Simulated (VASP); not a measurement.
Ba: single point with PBE

Ba:

```xyz
4
Lattice="3.6595 -7.7236 0.0000 3.6595 7.7236 0.0000 0.0000 0.0000 4.4873" Properties=species:S:1:pos:R:3 pbc="T T T"
Ba    3.6595    5.7188    0.0022
Ba    3.6595   -2.0048    2.2415
Ba    3.6595   -5.7188    4.4851
Ba    3.6595    2.0048    2.2458
```

The cell was built by a generator and needn't be a form met in nature.

* Program: VASP 6.6.1
* Task: single point
* Functional: PBE
* Potentials or basis: VASP PAW PBE potentials, release 64 (Ba_sv)
* Cutoff: 520 eV
* k mesh: 8 × 8 × 10
* Occupations: gaussian, width 0.1 eV
* Spin: no spin polarisation
* Dipole correction: no
* Further INCAR settings: ALGO = Fast; EDIFF = 1e-06; NBANDS = 28

- Pressure: 0.1 GPa
- Largest force: 0.005 eV/Å
- Band gap on the k mesh: none (metal or under the smearing width)

Forces in eV/Å, atoms in the order of the input:
```
Ba   0.000 -0.005 -0.002
Ba   0.000 -0.005  0.002
Ba   0.000  0.005  0.002
Ba   0.000  0.005 -0.002
```

Levels at points of the mesh, in eV from the Fermi level:
| k point | band 17 | band 18 | band 19 | band 20 | band 21 | band 22 | band 23 | band 24 |
| --- | --- | --- | --- | --- | --- | --- | --- | --- |
| (0.00, 0.00, 0.00) | -2.70 | -0.88 | -0.52 | -0.26 | -0.03 | 0.07 | 0.76 | 0.80 |
| (0.50, 0.00, 0.00) | -1.54 | -1.54 | -0.53 | -0.53 | 0.28 | 0.28 | 0.96 | 0.96 |
| (0.50, 0.50, 0.00) | -1.93 | -1.83 | -0.89 | -0.69 | -0.13 | 0.43 | 1.09 | 1.29 |
| (0.00, 0.00, 0.50) | -0.56 | -0.56 | -0.11 | -0.11 | 0.49 | 0.49 | 0.53 | 0.53 |
| (0.50, 0.00, 0.50) | -0.75 | -0.75 | -0.55 | -0.55 | 0.10 | 0.10 | 0.48 | 0.48 |
| (0.50, 0.50, 0.50) | -0.39 | -0.39 | -0.17 | -0.17 | 0.35 | 0.35 | 0.75 | 0.75 |

It took 13 min on 1 thread of Intel(R) Xeon(R) Platinum 8559C (Emerald Rapids), on a shared host, peak memory 0.83 GiB.

Spin-orbit coupling is left out, which matters for the levels of Ba.
